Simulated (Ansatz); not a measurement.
## Binding across the interface in twisted silicene bilayer, 7.34° (244 atoms)

Aim: the interaction energy between the two parts of twisted silicene bilayer, 7.34° (244 atoms) and its distance dependence.

Calculated with Ansatz 0.2.0; Kohn-Sham DFT, PBEsol, PAW (set soft_2), plane waves.

### Step 1. Starting point

The cell holds 244 atoms: 244 Si. Cell: a = 30.148 Å, b = 30.148 Å, c = 18.140 Å, α = 90.0°, β = 90.0°, γ = 120.0°. It derives from Si (silicene). Silicene (a = 3.86 Å) under silicene (a = 3.86 Å), bilayer, commensurate cell of 61 unit cells a layer, twist 7.34 deg; facing planes 3.26 Å apart; 14 Å of vacuum; layers as built, displaced by a Gaussian of 0.01 Å. Regions: layer 1, 122 atoms (122 Si); layer 2, 122 atoms (122 Si). Vacuum lies along c.

### Step 2. Single point at the start

A single point comes first, to see the forces before anything moves.

input.yaml reads:

```yaml
crystal:
  lattice:
    - [30.1476, 0.0, 0.0]
    - [-15.0738, 26.10859, 0.0]
    - [0.0, 0.0, 18.14]
  atoms:
    - { symbol: Si, position: [0.08719, 0.86293, 0.40975] }
    - { symbol: Si, position: [0.09249, 0.7919, 0.38662] }
    - { symbol: Si, position: [0.15313, 0.01125, 0.40989] }
    - { symbol: Si, position: [0.15824, 0.93931, 0.385] }
    - { symbol: Si, position: [0.10378, 0.64953, 0.41056] }
    - { symbol: Si, position: [0.10901, 0.579, 0.38513] }
    - { symbol: Si, position: [0.16951, 0.79778, 0.40931] }
    - { symbol: Si, position: [0.17438, 0.72688, 0.38654] }
    - { symbol: Si, position: [0.23534, 0.94548, 0.41062] }
    - { symbol: Si, position: [0.2402, 0.87503, 0.38585] }
    - { symbol: Si, position: [0.12039, 0.43697, 0.4106] }
    - { symbol: Si, position: [0.12577, 0.36577, 0.38673] }
    - { symbol: Si, position: [0.18639, 0.58516, 0.40987] }
    - { symbol: Si, position: [0.191, 0.51335, 0.38731] }
    - { symbol: Si, position: [0.25183, 0.73277, 0.41003] }
    - { symbol: Si, position: [0.25679, 0.66124, 0.38665] }
    - { symbol: Si, position: [0.3176, 0.87972, 0.41043] }
    - { symbol: Si, position: [0.32228, 0.80857, 0.3865] }
    - { symbol: Si, position: [0.38266, 0.02771, 0.41016] }
    - { symbol: Si, position: [0.38881, 0.95692, 0.38622] }
    - { symbol: Si, position: [0.07123, 0.07675, 0.41033] }
    - { symbol: Si, position: [0.07649, 0.00536, 0.38632] }
    - { symbol: Si, position: [0.13676, 0.22424, 0.41055] }
    - { symbol: Si, position: [0.14141, 0.15245, 0.3853] }
    - { symbol: Si, position: [0.20218, 0.37156, 0.41117] }
    - { symbol: Si, position: [0.20784, 0.30078, 0.38569] }
    - { symbol: Si, position: [0.26775, 0.51896, 0.41038] }
    - { symbol: Si, position: [0.27358, 0.44882, 0.38635] }
    - { symbol: Si, position: [0.3338, 0.66664, 0.41035] }
    - { symbol: Si, position: [0.33914, 0.59604, 0.38621] }
    - { symbol: Si, position: [0.39905, 0.81409, 0.4109] }
    - { symbol: Si, position: [0.40414, 0.74309, 0.38584] }
    [... 206 atom lines left out ...]
    - { symbol: Si, position: [0.56049, 0.02028, 0.61455] }
    - { symbol: Si, position: [0.55508, 0.94328, 0.59069] }
    - { symbol: Si, position: [0.64245, 0.16787, 0.61388] }
    - { symbol: Si, position: [0.63705, 0.09112, 0.59025] }
    - { symbol: Si, position: [0.62556, 0.93774, 0.61347] }
    - { symbol: Si, position: [0.6202, 0.8609, 0.59036] }
kpoints:
  mp_grid: { grid: [3, 3, 1] }
hamiltonian:
  xc: pbesol
scf:
  occupations: { method: fermi_dirac, width: 0.05 }
output:
  forces: true
```

The run is started by

```bash
ansatz run input.yaml --threads 11 --pin off --max-ram 102400MiB --backend cuda --events-out ev --progress --plain --runs-dir out
```

Numbers of over 12 decimals in the logs are rounded to 6 here.

What it wrote:

```text
Engine: ansatz 0.2.0, x86_64-unknown-linux-gnu
Pseudopotentials: kind: paw
Pseudopotential: Si, paw, valence charge 4, recommended cutoff 420 eV (normal), Si.paw.azcp
[... 3 lines on functional and potentials left out ...]
GPU FFT provider: cuFFT
GPU libraries: cuBLAS 13.8.2, cuFFT 12.4.0, cuSOLVER 12.3.4
Crystal: 244 atoms, lattice volume = 14278.199 Å³
Basis set: ecut = 420 eV, 279229 PW (Γ), exchange–correlation on 432×432×250 points (8 copies of the dense FFT grid, shifted against one another)
Bands: 732, of which v1, the nominal top of the filled ones, is band 488 counted from 1 (487 counted from 0)
Symmetry: 1 space group operations
Space group: P1 (ITA 1), of the structure as read, at distance tolerance 2.4e-4 Å
k-points: 5 of 9 (time reversal used)
[... 4 lines on functional and potentials left out ...]
Initial density: superposition of atomic densities (neutral atoms: chi_scale 0, normalization atom), corrected by the library's trained network
Initial wavefunctions: pseudopotential atomic-orbital guess
GPU buffer pool allocated for 5832000 grid points (all kernels)
GPU transforms: local potential and band sums: pruned to the plane-wave sphere, on 216×216×125
GPU projectors: by the tables: the GPU's memory has no room for the FFT box's points about the atoms
Functional: x = pbesol(κ = 0.804, μ = 0.123457), c = pbesol(β = 0.046)
SCF iter   1: F=—  HF=-151479.282552 eV  |F-HF|=—  |Δ(HF+E_count)|=         —  Δρ=2.28e-3  dr2=3.51e0  ethr=1.77e-3  ⟨swp⟩=7.0  Hψ=23431  notcnv=0  defer=637
preconditioner: auto → LDOS  [metal: Δε(μ)=0.008 eV  Ē_g=7.026 eV  σ=0.050 eV  W_gap=0.04  n_scr=1288 (ndim 8)  ℏωp=9.7 eV  f_vac=0.528  D(μ)=45.45/eV (n_scr^D=112)  β→1.0]
SCF iter   2: F=—  HF=-151479.542271 eV  |F-HF|=—  |Δ(HF+E_count)|=   2.60e-1  Δρ=1.68e-3  dr2=3.05e0  ethr=3.59e-4  ⟨swp⟩=4.0  Hψ=8728  notcnv=0  defer=765
SCF iter   3: F=—  HF=-151479.116505 eV  |F-HF|=—  |Δ(HF+E_count)|=   4.26e-1  Δρ=4.81e-4  dr2=2.09e-1  ethr=3.12e-4  ⟨swp⟩=3.8  Hψ=5315  notcnv=0  defer=765
SCF iter   4: F=—  HF=-151479.080941 eV  |F-HF|=—  |Δ(HF+E_count)|=   3.56e-2  Δρ=1.05e-4  dr2=9.47e-3  ethr=2.14e-5  ⟨swp⟩=2.0  Hψ=4882  notcnv=0  defer=765
SCF iter   5: F=—  HF=-151479.090199 eV  |F-HF|=—  |Δ(HF+E_count)|=   9.26e-3  Δρ=4.25e-5  dr2=1.69e-3  ethr=9.70e-7  ⟨swp⟩=2.0  Hψ=5341  notcnv=0  defer=765
SCF iter   6: F=—  HF=-151479.086178 eV  |F-HF|=—  |Δ(HF+E_count)|=   4.02e-3  Δρ=1.72e-5  dr2=3.09e-4  ethr=1.74e-7  ⟨swp⟩=2.0  Hψ=4243  notcnv=0  defer=765
SCF iter   7: F=—  HF=-151479.090189 eV  |F-HF|=—  |Δ(HF+E_count)|=   4.01e-3  Δρ=7.38e-6  dr2=3.44e-5  ethr=3.17e-8  ⟨swp⟩=2.0  Hψ=4111  notcnv=0  defer=765
SCF iter   8: F=—  HF=-151479.087119 eV  |F-HF|=—  |Δ(HF+E_count)|=   3.07e-3  Δρ=3.60e-6  dr2=8.04e-6  ethr=3.53e-9  ⟨swp⟩=2.6  Hψ=6396  notcnv=0  defer=765
SCF iter   9: F=—  HF=-151479.087120 eV  |F-HF|=—  |Δ(HF+E_count)|=   1.10e-6  Δρ=1.53e-6  dr2=1.33e-6  ethr=8.23e-10  ⟨swp⟩=2.0  Hψ=4405  notcnv=0  defer=765
SCF iter  10: F=—  HF=-151479.087120 eV  |F-HF|=—  |Δ(HF+E_count)|=   1.57e-7  Δρ=6.56e-7  dr2=2.17e-7  ethr=1.36e-10  ⟨swp⟩=2.0  Hψ=4656  notcnv=0  defer=765
SCF iter  11: F=-151479.087120 eV  HF=-151479.087120 eV  |F-HF|=3.36e-8  |Δ(HF+E_count)|=   1.19e-7  Δρ=3.12e-7  dr2=5.36e-8  ethr=1.02e-11  ⟨swp⟩=4.0  Hψ=10080  notcnv=0
SCF 1 converged in 11 iterations: F = -151479.087120 eV  dr2 = 5.36e-8
  greatest PAW one-centre occupation: 0.654 electrons in one spin orbital (limit 2), on the Si atom at site 31 (counted from 0), in its partial waves of l = 0
SCF converged after 11 iterations
Free energy (F): -151479.087120 eV
Harris-Foulkes:  -151479.087120 eV  (|F-HF|=3.36e-8)
Internal energy: -151478.690434 eV  (E = F + TS)
E sigma→0 (E₀):  -151478.888777 eV
Entropy (-TS):   -0.396686 eV (-1.626 meV/atom)
Fermi energy:    -0.924984 eV
--- Per-component energies (eV) ---
  E_band       = -5761.819620
  E_kinetic    = 9499.008443
  E_local      = -139542.833858  (includes V_loc(G=0)·N_el)
  E_nonlocal   = 6393.157485
  E_hartree    = 64797.057980
  E_xc         = -13125.870465
  E_vxc        = -11133.245187  (∫ρ·V_xc dr)
  E_paw        = -121712.331261  (= ΣΔE_a)
  E_vpaw       = -572.020171  (= ΣTr[D̂ρ^β])
  E_aug_tail   = 0.001532  (compensation charges beyond the density's cutoff)
  E_ewald      = 42205.418909
  E_core_change = 7.700800  (= ΣΔE_core)
  E_smearing   = -0.396686  (= −TS)
  E_closure    = 0.000000  (closes the sum)
  Σ components = -151479.087120   (vs F -151479.087120, Δ=0.00e0)
--- Forces (eV/Å), atoms counted from 1 ---
  atom   1  Si    -0.12193550     0.03849760     0.35980188
  atom   2  Si     0.25210836     0.12700002    -0.15981001
  atom   3  Si     0.01855762    -0.40893017     0.40774029
  atom   4  Si     0.03167896     0.11198940    -0.02957117
  atom   5  Si    -0.30860397     0.20988181     0.13571019
  atom   6  Si     0.34798230     0.02122328    -0.08137732
  atom   7  Si    -0.20228335     0.18366340     0.20508599
  atom   8  Si     0.32807087    -0.22164847    -0.06695588
  atom   9  Si    -0.26993366     0.22335623     0.24980664
  atom  10  Si     0.53339718    -0.34834431    -0.05293436
  atom  11  Si    -0.14944220    -0.17289415     0.27023760
  atom  12  Si     0.04367547     0.12056019    -0.13125203
  atom  13  Si    -0.27037085    -0.25961774     0.15807334
  atom  14  Si     0.13812210     0.21161994    -0.10766011
[...]
atom 243  Si     0.27085749    -0.10018687     0.13032516
  atom 244  Si    -0.11534025     0.20892323    -0.42180237
  max |Σ_I F_I| component: 3.54e-5 eV/Å
```

The job ended after 37 s (1 × NVIDIA H100 80GB HBM3 with 11 threads of AMD EPYC 7R13 (Zen 3), shared host; peak memory 3.3 GiB; 49 s of CPU time).

The column dr2 measures how far the density is from self-consistency, as an energy; F and HF (Harris–Foulkes) agree once it is small.

The program notes that it cut back its plan to fit the GPU's memory.

The r.m.s. force at the start is 0.23 eV/Å.

### Step 3. Relaxation

The atoms are relaxed in the fixed cell, aiming at the force tolerance of the input.

input.yaml reads:

```yaml
crystal:
  lattice:
    - [30.1476, 0.0, 0.0]
    - [-15.0738, 26.10859, 0.0]
    - [0.0, 0.0, 18.14]
  atoms:
    [... the 244 atom lines of step 2 ...]
kpoints:
  mp_grid: { grid: [3, 3, 1] }
hamiltonian:
  xc: pbesol
scf:
  occupations: { method: fermi_dirac, width: 0.05 }
output:
  forces: true
relax:
  f_tol: 0.05
  max_steps: 120
```

What it wrote:

```text
Engine: ansatz 0.2.0, x86_64-unknown-linux-gnu
Pseudopotentials: kind: paw
Pseudopotential: Si, paw, valence charge 4, recommended cutoff 420 eV (normal), Si.paw.azcp
[... 3 lines on functional and potentials left out ...]
GPU FFT provider: cuFFT
GPU libraries: cuBLAS 13.8.2, cuFFT 12.4.0, cuSOLVER 12.3.4
Crystal: 244 atoms, lattice volume = 14278.199 Å³
Basis set: ecut = 420 eV, 279229 PW (Γ), exchange–correlation on 432×432×250 points (8 copies of the dense FFT grid, shifted against one another)
Bands: 732, of which v1, the nominal top of the filled ones, is band 488 counted from 1 (487 counted from 0)
Symmetry: 1 space group operations
Space group: P1 (ITA 1), of the structure as read, at distance tolerance 2.4e-4 Å
k-points: 5 of 9 (time reversal used)
[... 4 lines on functional and potentials left out ...]
Initial density: superposition of atomic densities (neutral atoms: chi_scale 0, normalization atom), corrected by the library's trained network
Initial wavefunctions: pseudopotential atomic-orbital guess
GPU buffer pool allocated for 5832000 grid points (all kernels)
GPU transforms: local potential and band sums: pruned to the plane-wave sphere, on 216×216×125
GPU projectors: by the tables: the GPU's memory has no room for the FFT box's points about the atoms
Functional: x = pbesol(κ = 0.804, μ = 0.123457), c = pbesol(β = 0.046)
SCF iter   1: F=—  HF=-151479.282538 eV  |F-HF|=—  |Δ(HF+E_count)|=         —  Δρ=2.28e-3  dr2=3.51e0  ethr=1.77e-3  ⟨swp⟩=7.0  Hψ=23431  notcnv=0  defer=637
preconditioner: auto → LDOS  [metal: Δε(μ)=0.008 eV  Ē_g=7.026 eV  σ=0.050 eV  W_gap=0.04  n_scr=1288 (ndim 8)  ℏωp=9.7 eV  f_vac=0.528  D(μ)=45.45/eV (n_scr^D=112)  β→1.0]
SCF iter   2: F=—  HF=-151479.542272 eV  |F-HF|=—  |Δ(HF+E_count)|=   2.60e-1  Δρ=1.68e-3  dr2=3.05e0  ethr=3.59e-4  ⟨swp⟩=4.0  Hψ=8728  notcnv=0  defer=765
SCF iter   3: F=—  HF=-151479.116523 eV  |F-HF|=—  |Δ(HF+E_count)|=   4.26e-1  Δρ=4.81e-4  dr2=2.09e-1  ethr=3.12e-4  ⟨swp⟩=3.8  Hψ=5315  notcnv=0  defer=765
SCF iter   4: F=—  HF=-151479.080966 eV  |F-HF|=—  |Δ(HF+E_count)|=   3.56e-2  Δρ=1.05e-4  dr2=9.47e-3  ethr=2.14e-5  ⟨swp⟩=2.0  Hψ=4882  notcnv=0  defer=765
SCF iter   5: F=—  HF=-151479.087134 eV  |F-HF|=—  |Δ(HF+E_count)|=   6.17e-3  Δρ=4.22e-5  dr2=1.65e-3  ethr=9.70e-7  ⟨swp⟩=2.0  Hψ=6060  notcnv=0  defer=765
SCF iter   6: F=—  HF=-151479.087127 eV  |F-HF|=—  |Δ(HF+E_count)|=   7.16e-6  Δρ=1.68e-5  dr2=2.85e-4  ethr=1.69e-7  ⟨swp⟩=2.0  Hψ=4242  notcnv=0  defer=765
SCF iter   7: F=-151479.087097 eV  HF=-151479.087114 eV  |F-HF|=1.71e-5  |Δ(HF+E_count)|=   1.31e-5  Δρ=7.29e-6  dr2=3.38e-5  ethr=6.40e-9  ⟨swp⟩=3.0  Hψ=10836  notcnv=0
SCF 1 converged in 7 iterations: F = -151479.087097 eV  dr2 = 3.38e-5
[... from here on, the SCF cycles and remarks between the steps are left out, and one step in 5 is shown ...]
[...]
relax step   5: F+E_penalty+E_count = -151504.09062636 eV  Δ(F+E_penalty+E_count) = -5.550e0 eV  max|allowed force component| = 4.950e-1 eV/Å  Δτ_max = 0.1957 Å  (7 SCF iters, dr2 threshold 1.00e-4 eV, accepted)
relax step  10: F+E_penalty+E_count = -151511.00501561 eV  Δ(F+E_penalty+E_count) = -4.995e-1 eV  max|allowed force component| = 4.424e-1 eV/Å  Δτ_max = 0.1951 Å  (8 SCF iters, dr2 threshold 2.95e-5 eV, accepted)
relax step  15: F+E_penalty+E_count = -151514.03413600 eV  Δ(F+E_penalty+E_count) = -5.342e-1 eV  max|allowed force component| = 4.300e-1 eV/Å  Δτ_max = 0.1948 Å  (7 SCF iters, dr2 threshold 1.00e-4 eV, accepted)
relax step  20: F+E_penalty+E_count = -151515.97758872 eV  Δ(F+E_penalty+E_count) = -3.262e-1 eV  max|allowed force component| = 2.645e-1 eV/Å  Δτ_max = 0.1952 Å  (7 SCF iters, dr2 threshold 1.00e-4 eV, accepted)
relax step  25: F+E_penalty+E_count = -151519.00342828 eV  Δ(F+E_penalty+E_count) = -7.378e-1 eV  max|allowed force component| = 2.513e-1 eV/Å  Δτ_max = 0.1917 Å  (7 SCF iters, dr2 threshold 1.00e-4 eV, accepted)
relax step  30: F+E_penalty+E_count = -151521.13409487 eV  Δ(F+E_penalty+E_count) = -3.137e-1 eV  max|allowed force component| = 2.610e-1 eV/Å  Δτ_max = 0.1947 Å  (7 SCF iters, dr2 threshold 1.00e-4 eV, accepted)
Step cancelled. What follows is not a result of the run: it is the report of the last solve that finished, which converged after 7 SCF iterations.
Free energy (F): -151521.134095 eV
Harris-Foulkes:  -151521.134166 eV  (|F-HF|=7.08e-5)
Internal energy: -151520.791388 eV  (E = F + TS)
E sigma→0 (E₀):  -151520.962742 eV
Entropy (-TS):   -0.342706 eV (-1.405 meV/atom)
Fermi energy:    -0.856944 eV
--- Per-component energies (eV) ---
  E_band       = -5814.992746
  E_kinetic    = 9603.271710
  E_local      = -169311.604485  (includes V_loc(G=0)·N_el)
  E_nonlocal   = 6328.267819
  E_hartree    = 79685.269830
  E_xc         = -13227.268790
  E_vxc        = -11265.389042  (∫ρ·V_xc dr)
  E_paw        = -121676.439025  (= ΣΔE_a)
  E_vpaw       = -539.997318  (= ΣTr[D̂ρ^β])
  E_aug_tail   = 0.001565  (compensation charges beyond the density's cutoff)
  E_ewald      = 57070.009188
  E_core_change = 7.700800  (= ΣΔE_core)
  E_smearing   = -0.342706  (= −TS)
  E_closure    = -0.000000  (closes the sum)
  Σ components = -151521.134095   (vs F -151521.134095, Δ=0.00e0)
--- Forces (eV/Å), atoms counted from 1 ---
  atom   1  Si    -0.02226394     0.00736280     0.01105935
  atom   2  Si    -0.00084786    -0.01079410     0.01744002
  atom   3  Si     0.01274735     0.03046889    -0.02835993
  atom   4  Si    -0.01772588    -0.00690858     0.03564408
  atom   5  Si    -0.01053455     0.00315713     0.00610837
  atom   6  Si    -0.00296724    -0.00114131    -0.00677109
  atom   7  Si     0.01831451     0.01312616    -0.00127438
  atom   8  Si    -0.01631500    -0.00092717     0.00796089
[...]
atom  13  Si    -0.00321490    -0.00345466    -0.01450044
  atom  14  Si    -0.00216548    -0.00128458     0.01822014
[...]
atom 243  Si    -0.00169888    -0.01963141    -0.01839017
  atom 244  Si    -0.00235470     0.01623136    -0.00180517
  max |Σ_I F_I| component: 2.10e-3 eV/Å
End of that report.
Error: SIGTERM received: cancelled by the caller after 30 completed ionic steps
```

The job ended after 15 min (1 × NVIDIA H100 80GB HBM3 with 11 threads; peak memory 4.4 GiB).

The relaxation was stopped at its limit after 30 steps, 42.0 eV below its start, with a largest force component of 0.26 eV/Å.

[end of part 1 of 3]

[Logs are printed without paths, hosts, clocks, repeated set-up lines and the standing remarks that a program may print on its own settings, such as how far it seeks lower states.]

[Hosts, paths, dates, database ids (printed as entryN), source tags and the programs' standing remarks are cut or masked in the printed files.]
